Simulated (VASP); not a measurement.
# Sn (Immm) in VASP: a series of runs

One crystal, Sn, is run at these levels: PBEsol, LDA, PBE, PBE+D3(BJ); tasks: relaxation of cell and atoms.

Program: VASP 6.6.1. These are calculated values, not measurements. Logs are shortened: lines on timing, memory, paths and dates and some standing lists are left out, and cuts for length are marked.

## 1. The structure

It takes space group Immm (No. 71, orthorhombic). The conventional cell has a = 3.453 Å, b = 3.551 Å, c = 4.677 Å, α = 90.00°, β = 90.00°, γ = 90.00°. Around Sn (site symmetry mmm) lie 12 Sn at 3.41 to 3.55 Å.

This isn't the form of Sn at room conditions, which is tetragonal (white tin).

## 2. Relaxation of cell and atoms, PBEsol

The input, INCAR:

```
PREC = Accurate ; ENCUT = 600
EDIFF = 1E-7 ; ISMEAR = 0
SIGMA = 0.1 ; LREAL = False
LASPH = True ; NELM = 60
ALGO = Fast ; ISIF = 3
LWAVE = False ; LCHARG = False
GGA = PS ; IBRION = 2
NSW = 90 ; EDIFFG = -0.005
```

The input, KPOINTS:

```
Automatic mesh
0
Gamma
  16 16 16
```

The input, POSCAR:

```
Sn
1.0
   -1.7265390000      1.7755470000      2.3383420000
    1.7265390000     -1.7755470000      2.3383420000
    1.7265390000      1.7755470000     -2.3383420000
Sn
1
Direct
    0.0000000000      0.0000000000      0.0000000000
```

Potentials or basis: VASP PAW PBE potentials, release 64 (Sn_d).

Run with:

```sh
cat potpaw_PBE.64/Sn_d/POTCAR > POTCAR
mpirun -np 1 vasp_std > vasp.out
```

OUTCAR:

```text
PREC = Accurate
   ENCUT = 600
   EDIFF = 1E-7
   ISMEAR = 0
   LREAL = False
   LASPH = True
   NELM = 60
   ISIF = 3
   GGA = PS
   IBRION = 2
   NSW = 90
   EDIFFG = -0.005

 ion  position               nearest neighbor table
   1  0.000  0.000  0.000-

  LATTYP: Found a body centered orthorhombic cell.
 ALAT       =     3.4530780000
 B/A-ratio  =     1.0283851103
 C/A-ratio  =     1.3543522620

  Lattice vectors:

 A1 = (  -1.7265390000,   1.7755470000,   2.3383420000)
 A2 = (   1.7265390000,  -1.7755470000,   2.3383420000)
 A3 = (   1.7265390000,   1.7755470000,  -2.3383420000)

Analysis of symmetry for initial positions (statically):
=====================================================================
 Subroutine PRICEL returns:
 Original cell was already a primitive cell.

 Routine SETGRP: Setting up the symmetry group for a
 body centered orthorhombic supercell.

 Subroutine GETGRP returns: Found  8 space group operations
 (whereof  8 operations were pure point group operations)
 out of a pool of  8 trial point group operations.

The static configuration has the point symmetry D_2h.

Analysis of symmetry for dynamics (positions and initial velocities):
=====================================================================
 Subroutine PRICEL returns:
 Original cell was already a primitive cell.

 Routine SETGRP: Setting up the symmetry group for a
 body centered orthorhombic supercell.

 Subroutine GETGRP returns: Found  8 space group operations
 (whereof  8 operations were pure point group operations)
 out of a pool of  8 trial point group operations.

The dynamic configuration has the point symmetry D_2h.

 Subroutine INISYM returns: Found  8 space group operations
 (whereof  8 operations are pure point group operations),
 and found     1 'primitive' translations

----------------------------------------------------------------------------------------

                                     Primitive cell

  volume of cell :      28.6732

  direct lattice vectors                    reciprocal lattice vectors
    -1.726539000  1.775547000  2.338342000     0.000000000  0.281603359  0.213826720
     1.726539000 -1.775547000  2.338342000     0.289596702  0.000000000  0.213826720
     1.726539000  1.775547000 -2.338342000     0.289596702  0.281603359  0.000000000

  length of vectors
     3.406075069  3.406075069  3.406075069     0.353584952  0.359983494  0.403938983

  position of ions in fractional coordinates (direct lattice)
     0.000000000  0.000000000  0.000000000

  ion indices of the primitive-cell ions
   primitive index   ion index
                 1           1

----------------------------------------------------------------------------------------

 KPOINTS: Automatic mesh

Automatic generation of k-mesh.
 Grid dimensions read from file:
 generate k-points for:   16   16   16

 Generating k-lattice:

  Cartesian coordinates                     Fractional coordinates (reciprocal lattice)
     0.000000000  0.017600210  0.013364170     0.062500000  0.000000000 -0.000000000
     0.018099794  0.000000000  0.013364170     0.000000000  0.062500000  0.000000000
     0.018099794  0.017600210  0.000000000    -0.000000000  0.000000000  0.062500000

  Length of vectors
     0.022099059  0.022498968  0.025246186

  Shift w.r.t. Gamma in fractional coordinates (k-lattice)
     0.000000000  0.000000000  0.000000000

 Subroutine IBZKPT returns following result:
 ===========================================

 Found    621 irreducible k-points:

 Following reciprocal coordinates:
            Coordinates               Weight
  0.000000  0.000000  0.000000      1.000000
  0.062500  0.000000  0.000000      4.000000
  0.125000  0.000000  0.000000      4.000000
  0.187500  0.000000  0.000000      4.000000
  0.250000  0.000000  0.000000      4.000000
  0.312500  0.000000 -0.000000      4.000000
[... 16 lines left out ...]
 -0.187500  0.062500  0.000000      8.000000
 -0.125000  0.062500  0.000000      8.000000
 [... further k-points ...]
   k-points           NKPTS =    621   k-points in BZ     NKDIM =    621   number of bands    NBANDS=     11
   number of dos      NEDOS =    301   number of ions     NIONS =      1
   total plane-waves  NPLWV =  21952
   dimension x,y,z NGX =    28 NGY =   28 NGZ =   28
   dimension x,y,z NGXF=    56 NGYF=   56 NGZF=   56
   ions per type =               1
   NGX,Y,Z   is equivalent  to a cutoff of  13.67, 13.67, 13.67 a.u.
   NGXF,Y,Z  is equivalent  to a cutoff of  27.33, 27.33, 27.33 a.u.
 SYSTEM =  unknown system
   PREC   = accura    normal or accurate (medium, high low for compatibility)
   ISTART =      0    job   : 0-new  1-cont  2-samecut
   ICHARG =      2    charge: 1-file 2-atom 10-const
   ISPIN  =      1    spin polarized calculation?
   LNONCOLLINEAR =      F non collinear calculations
   LSORBIT =      F    spin-orbit coupling
   LASPH  =      T    aspherical Exc in radial PAW
   ENCUT  =  600.0 eV  44.10 Ry    6.64 a.u.   6.80  6.80  6.80*2*pi/ulx,y,z
   NELM   =     60;   NELMIN=  2; NELMDL= -5     # of ELM steps
   EDIFF  = 0.1E-06   stopping-criterion for ELM
   LREAL  =      F    real-space projection
   EDIFFG = -.5E-02   stopping-criterion for IOM
   NSW    =     90    number of steps for IOM
   IBRION =      2    ionic relax: 0-MD 1-quasi-New 2-CG
   NFREE  =      1    steps in history (QN), initial steepest desc. (CG)
   ISIF   =      3    stress and relaxation
   ISYM   =      2    0-nonsym 1-usesym 2-fastsym
   POTIM  = 0.5000    time-step for ionic-motion
   TEBEG  =    0.0;   TEEND  =   0.0 temperature during run
   PSTRESS=    0.0 pullay stress
   NELECT =      14.0000    total number of electrons
   NUPDOWN=      -1.0000    fix difference up-down
   EMIN   =  10.00;   EMAX   =-10.00  energy-range for DOS
   EFERMI =   0.00;   METHOD = LEGACY
   ISMEAR =     0;   SIGMA  =   0.10  broadening in eV -4-tet -1-fermi 0-gaus
   EFERMI_NEDOS =   21; number of points for ismear=-14 and -15
   IALGO  =     68    algorithm
   IMIX   =      4    mixing-type and parameters
     AMIX     =   0.40;   BMIX     =  1.00
     AMIX_MAG =   1.60;   BMIX_MAG =  1.00
  volume/ion in A,a.u.               =      28.67       193.50
  Fermi-wavevector in a.u.,A,eV,Ry     =   1.289116  2.436076 22.610433  1.661820
  Thomas-Fermi vector in A             =   2.421028
   LORBIT       =      0    0 simple, 1 ext, 2 COOP (PROOUT), +10 PAW based schemes
   GGA     = PS    functional components
   LHFCALC =     F    Hartree Fock is set to
   AEXX    =    0.0000 exact exchange contribution
   IVDW    =     0    specifies the selected vdW correction
   LEPSILON=     F    determine dielectric tensor
   LRPA    =     F    only Hartree local field effects (RPA)
 conjugate gradient relaxation of ions
 non-spin polarized calculation
 RMM-DIIS sequential band-by-band and
 Gauss-broadening in eV      SIGMA  =   0.10
  energy-cutoff  :      600.00
  volume of cell :       28.67
 maximum number of plane-waves:       974
   NGX = 13   NGY = 13   NGZ = 13

--------------------------------------- Ionic step        1  -------------------------------------------

 number of electron      13.9999998 magnetization

 Free energy of the ion-electron system (eV)
  ---------------------------------------------------
  ext. energy  EPLUGINS =         0.00000000
  ---------------------------------------------------
  free energy    TOTEN  =        -4.20916186 eV

  energy without entropy =       -4.20602216  energy(sigma->0) =       -4.20759201

------------------------ aborting loop because EDIFF is reached ----------------------------------------

  FORCE on cell =-STRESS in cart. coord.  units (eV):
  Direction    XX          YY          ZZ          XY          YZ          ZX
  --------------------------------------------------------------------------------------
  -------------------------------------------------------------------------------------
  Total       -0.5860589     -0.6925124     -0.6614079      0.0000000      0.0000000      0.0000000
  in kB      -32.7472829    -38.6955960    -36.9575644      0.0000000      0.0000000      0.0000000
  external PRESSURE =     -36.1334811 kB  Pullay stress =       0.0000000 kB
[... 86 lines left out ...]
  FREE ENERGIE OF THE ION-ELECTRON SYSTEM (eV)
  ---------------------------------------------------
  free  energy   TOTEN  =        -4.2359406987 eV

  energy  without entropy=       -4.2328640593  energy(sigma->0) =       -4.23440238

[... ionic steps 4 to 27 ...]

--------------------------------------- Ionic step       28  -------------------------------------------

 number of electron      14.0000000 magnetization

------------------------ aborting loop because EDIFF is reached ----------------------------------------

  FORCE on cell =-STRESS in cart. coord.  units (eV):
  Direction    XX          YY          ZZ          XY          YZ          ZX
  --------------------------------------------------------------------------------------
  -------------------------------------------------------------------------------------
  Total        0.0091648      0.0189125      0.0182822      0.0000000      0.0000000      0.0000000
  in kB        0.5566278      1.1486614      1.1103794      0.0000000      0.0000000      0.0000000
  external PRESSURE =       0.9385562 kB  Pullay stress =       0.0000000 kB
[... 55 lines left out ...]
  energy  without entropy=       -4.2366553671  energy(sigma->0) =       -4.23783092

--------------------------------------- Ionic step       30  -------------------------------------------

 number of electron      14.0000000 magnetization

 Free energy of the ion-electron system (eV)
  ---------------------------------------------------
  ext. energy  EPLUGINS =         0.00000000
  ---------------------------------------------------
  free energy    TOTEN  =        -4.23900646 eV

  energy without entropy =       -4.23665592  energy(sigma->0) =       -4.23783119

 E-fermi :   8.2977     XC(G=0): -10.6407

 val. band max:        8.2821434500   @ k =   0.3750   0.2500   0.1875
 cond. band min:       8.2999524718   @ k =  -0.3750  -0.3750   0.3125
 fundamental gap:      0.0178090218
 Fermi energy:         8.2976860638

 k-point     1 :       0.0000    0.0000    0.0000
  band No.  band energies     occupation
      1     -13.1611      2.00000
      2     -13.1610      2.00000
      3     -13.1046      2.00000
      4     -13.0722      2.00000
      5     -13.0032      2.00000
      6      -3.0312      2.00000
      7      16.1298      0.00000
      8      16.4302      0.00000
      9      16.4329      0.00000
     10      19.2460      0.00000
     11      20.4028      0.00000
[... 309 lines left out ...]
 k-point    24 :      -0.1250    0.0625    0.0000
  band No.  band energies     occupation
      1     -13.1637      2.00000
      2     -13.1418      2.00000
      3     -13.1010      2.00000
      4     -13.0660      2.00000
      5     -13.0059      2.00000
      6      -2.7482      2.00000
      7      14.2706      0.00000
      8      15.4441      0.00000
      9      15.8337      0.00000
     10      18.3657      0.00000
     11      19.7664      0.00000

 [... further k-points ...]

------------------------ aborting loop because EDIFF is reached ----------------------------------------

  FORCE on cell =-STRESS in cart. coord.  units (eV):
  Direction    XX          YY          ZZ          XY          YZ          ZX
  --------------------------------------------------------------------------------------
  -------------------------------------------------------------------------------------
  Total       -0.0047697     -0.0021909      0.0024055     -0.0000000      0.0000000     -0.0000000
  in kB       -0.2895043     -0.1329834      0.1460048     -0.0000000      0.0000000     -0.0000000
  external PRESSURE =      -0.0921610 kB  Pullay stress =       0.0000000 kB
[... 16 lines left out ...]
  FREE ENERGIE OF THE ION-ELECTRON SYSTEM (eV)
  ---------------------------------------------------
  free  energy   TOTEN  =        -4.2390064552 eV

  energy  without entropy=       -4.2366559241  energy(sigma->0) =       -4.23783119

 reached required accuracy - stopping structural energy minimisation
```

It took 77 min on 1 thread of Intel Xeon Platinum 8259CL at 2.50GHz (Skylake/Cascade Lake), shared host; peak memory 0.43 GiB.

Results:

- Free energy: -4.2390 eV
- Relaxed volume: 26.40 Å³/atom
- Relaxed cell: a = 3.279 Å, b = 3.279 Å, c = 3.279 Å, α = 115.25°, β = 115.26°, γ = 98.43°
- Space group after relaxing (to 0.05 Å): I4/mmm (No. 139)
- Energy gained by relaxing: 29.8 meV/atom
- Ionic steps: 30
- Pressure after relaxing: 0.0 GPa
- Band gap on the k mesh: none (metal or under the smearing width)

The path:
```csv
step,energy change (eV),largest force (eV/Å),pressure (GPa),volume (Å³)
1,0.0000,0.0000,-3.61,28.67
2,-0.0258,0.0000,0.86,26.07
3,-0.0268,0.0000,-0.01,26.46
4,-0.0268,0.0000,0.14,26.42
5,-0.0271,0.0000,0.12,26.42
6,-0.0276,0.0000,0.16,26.40
7,-0.0276,0.0000,-0.15,26.55
8,-0.0276,0.0000,-0.05,26.49
9,-0.0276,0.0000,-0.01,26.48
10,-0.0276,0.0000,-0.03,26.49
11,-0.0277,0.0000,-0.04,26.49
12,-0.0278,0.0000,-0.04,26.49
13,-0.0281,0.0000,-0.06,26.49
14,-0.0292,0.0000,-0.09,26.47
15,-0.0293,0.0000,-0.09,26.41
16,-0.0296,0.0000,-0.07,26.44
17,-0.0297,0.0000,-0.08,26.45
18,-0.0297,0.0000,-0.05,26.44
19,-0.0298,0.0000,-0.01,26.40
20,-0.0298,0.0000,0.12,26.32
21,-0.0298,0.0000,0.03,26.38
22,-0.0298,0.0000,0.05,26.37
23,-0.0298,0.0000,0.05,26.39
24,-0.0298,0.0000,-0.08,26.44
25,-0.0298,0.0000,-0.06,26.43
26,-0.0298,0.0000,-0.07,26.40
27,-0.0298,0.0000,0.10,26.34
28,-0.0298,0.0000,0.09,26.38
29,-0.0298,0.0000,0.04,26.39
30,-0.0298,0.0000,-0.01,26.40
```

Final structure:
```
Sn
1.0
    -1.75551    1.75524    2.14164
     1.75551   -1.75524    2.14164
     1.75551    1.75524   -2.14164
Sn
1
Direct
  0.00000 0.00000 0.00000
```

Levels at points of the mesh, in eV from the Fermi level:
```csv
k point,band 5,band 6,band 7,band 8,band 9,band 10
"(0.00, 0.00, 0.00)",-21.30,-11.33,7.83,8.13,8.14,10.95
"(0.50, 0.00, 0.00)",-21.24,-6.76,-4.73,4.81,6.47,9.38
"(0.00, 0.50, 0.00)",-21.24,-6.76,-4.73,4.81,6.47,9.38
"(0.50, 0.50, 0.00)",-21.21,-5.56,-4.14,2.48,3.40,6.41
"(0.50, 0.50, 0.50)",-21.23,-3.38,-2.64,0.89,0.89,4.21
```

Caveat: the PAW data sets were made with another functional, which shifts forces and pressure a little.

## 3. Relaxation of cell and atoms, LDA

INCAR, as its differences from that of step 2:

```diff
@@ -6,3 +6,3 @@
 LWAVE = False ; LCHARG = False
-GGA = PS ; IBRION = 2
+GGA = CA ; IBRION = 2
 NSW = 90 ; EDIFFG = -0.005
```

KPOINTS is that of step 2.

POSCAR is that of step 2.

Potentials or basis: VASP PAW LDA potentials, release 64 (Sn_d).

Run with:

```sh
cat potpaw_LDA.64/Sn_d/POTCAR > POTCAR
mpirun -np 1 vasp_std > vasp.out
```

It took 63 min on 1 thread of Intel Xeon Platinum 8259CL at 2.50GHz (Skylake/Cascade Lake), shared host; peak memory 0.4 GiB.

Results (log left out):

* Free energy: -4.4478 eV
* Relaxed volume: 25.76 Å³/atom
* Relaxed cell: a = 3.249 Å, b = 3.249 Å, c = 3.249 Å, α = 114.96°, β = 114.94°, γ = 99.00°
* Space group after relaxing (to 0.05 Å): I4/mmm (No. 139)
* Energy gained by relaxing: 50.3 meV/atom
* Ionic steps: 23
* Pressure after relaxing: 0.0 GPa
* Band gap on the k mesh: none (metal or under the smearing width)

The path:
| step | energy change (eV) | largest force (eV/Å) | pressure (GPa) | volume (Å³) |
| --- | --- | --- | --- | --- |
| 1 | 0.0000 | 0.0000 | -4.73 | 28.67 |
| 2 | -0.0440 | 0.0000 | 1.29 | 25.30 |
| 3 | -0.0461 | 0.0000 | -0.03 | 25.83 |
| 4 | -0.0461 | 0.0000 | 0.15 | 25.78 |
| 5 | -0.0464 | 0.0000 | 0.14 | 25.77 |
| 6 | -0.0470 | 0.0000 | 0.18 | 25.76 |
| 7 | -0.0470 | 0.0000 | 0.19 | 25.75 |
| 8 | -0.0471 | 0.0000 | -0.17 | 25.94 |
| 9 | -0.0471 | 0.0000 | -0.24 | 25.90 |
| 10 | -0.0471 | 0.0000 | -0.13 | 25.86 |
| 11 | -0.0474 | 0.0000 | -0.07 | 25.86 |
| 12 | -0.0481 | 0.0000 | -0.12 | 25.87 |
| 13 | -0.0499 | 0.0000 | -0.17 | 25.86 |
| 14 | -0.0488 | 0.0000 | -0.34 | 25.77 |
| 15 | -0.0500 | 0.0000 | -0.23 | 25.83 |
| 16 | -0.0501 | 0.0000 | -0.20 | 25.85 |
| 17 | -0.0499 | 0.0000 | 0.51 | 25.51 |
| 18 | -0.0502 | 0.0000 | 0.11 | 25.70 |
| 19 | -0.0502 | 0.0000 | 0.09 | 25.71 |
| 20 | -0.0503 | 0.0000 | 0.00 | 25.74 |
| 21 | -0.0503 | 0.0000 | 0.03 | 25.73 |
| 22 | -0.0503 | 0.0000 | 0.02 | 25.73 |
| 23 | -0.0503 | 0.0000 | 0.02 | 25.76 |

Final structure:
```xyz
1
Lattice="-1.7469 1.7473 2.1102 1.7469 -1.7473 2.1102 1.7469 1.7473 -2.1102" Properties=species:S:1:pos:R:3 pbc="T T T"
Sn    0.0000    0.0000    0.0000
```

Levels at points of the mesh, in eV from the Fermi level:
```csv
k point,band 5,band 6,band 7,band 8,band 9,band 10
"(0.00, 0.00, 0.00)",-21.33,-11.53,7.92,8.24,8.25,11.10
"(0.50, 0.00, 0.00)",-21.26,-6.85,-4.83,4.77,6.51,9.53
"(0.00, 0.50, 0.00)",-21.26,-6.85,-4.83,4.76,6.51,9.53
"(0.50, 0.50, 0.00)",-21.23,-5.67,-4.27,2.51,3.51,6.65
"(0.50, 0.50, 0.50)",-21.25,-3.30,-2.63,0.77,0.78,4.26
```

(Part 1 of 2 ends here.)
